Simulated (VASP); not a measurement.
KCl (Sylvite): single point with PBE

**What was measured.**

From a printed reference work, monograph, for a bulk crystal of KCl: band gap 8.68 eV.

KCl (Sylvite):

```
CELL_PARAMETERS angstrom
0.00000 3.14485 3.14485
3.14485 0.00000 3.14485
3.14485 3.14485 0.00000
ATOMIC_POSITIONS crystal
K 0.00000 0.00000 0.00000
Cl 0.50000 0.50000 0.50000
```

| Property | Result |
| --- | --- |
| Program | VASP 6.6.1 |
| Task | single point |
| Functional | PBE |
| Potentials or basis | VASP PAW PBE potentials, release 64 (K_sv, Cl) |
| Cutoff | 520 eV |
| k mesh | 6 × 6 × 6 |
| Occupations | gaussian, width 0.01 eV |
| Spin | no spin polarisation |

```json
{"Pressure": "0.8 GPa", "Band gap on the k mesh": "5.19 eV, direct"}
```

Levels at points of the mesh, in eV from the valence-band top:
```csv
k point,band 6,band 7,band 8,band 9,band 10,band 11
"(0.00, 0.00, 0.00)",0.00,0.00,0.00,5.19,8.38,8.38
"(0.50, 0.00, 0.00)",-1.06,-0.33,-0.33,7.60,8.61,10.53
"(0.50, 0.50, 0.00)",-0.66,-0.22,-0.22,6.53,8.36,10.08
```

Run time: 12 s on 1 thread of Intel(R) Xeon(R) Platinum 8375C CPU @ 2.90GHz (Ice Lake), with other jobs on the host, peak memory 0.2 GiB.

Measured gap of KCl: 8.68 eV (a printed reference work, monograph). This calculation gives 5.19 eV (-3.49 eV). The value is that of PBE, without temperature or zero-point motion. Semilocal functionals fall short of measured gaps as a rule.
